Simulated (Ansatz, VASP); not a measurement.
## Two plane-wave programs on AlN

```
CELL_PARAMETERS angstrom
3.11300 0.00000 0.00000
-1.55650 2.69594 0.00000
0.00000 0.00000 4.98100
ATOMIC_POSITIONS crystal
Al 0.33333 0.66667 0.99902
Al 0.66667 0.33333 0.49902
N 0.33333 0.66667 0.38098
N 0.66667 0.33333 0.88098
```

Alike in both runs: functional PBE; k mesh 9 × 9 × 6; no spin polarisation.

Ansatz relaxed the structure, and its values are those at the end. VASP's run is a single point on that final structure, the one shown.

|  | VASP | Ansatz |
| --- | --- | --- |
| version | VASP 6.6.1 | Ansatz 0.2.0 |
| potentials or method | VASP PAW PBE potentials, release 64 (Al, N) | scalar-relativistic, plane waves, PAW |
| plane-wave cutoff (eV) | 520 | 420 |
| occupations | gaussian, width 0.01 eV | fixed |
| valence electrons in the cell | 16 | 16 |

Ansatz gave:

| Quantity | Value |
| --- | --- |
| gap on the k mesh at the Fermi level (eV) | 4.18 |
| least direct gap on the mesh (eV) | 4.18 |
| pressure (GPa) | 3.7 |

**Question.** Which values does VASP return?

**Answer.** gap on the k mesh at the Fermi level (eV): 4.19; least direct gap on the mesh (eV): 4.19; pressure (GPa): 3.4.

Ansatz warned: «stress_scf_threshold_loose».

Caveats: an odd mesh through Γ misses points on the zone boundary, where band edges often lie. As with any semilocal functional, this PBE gap is likely too small.
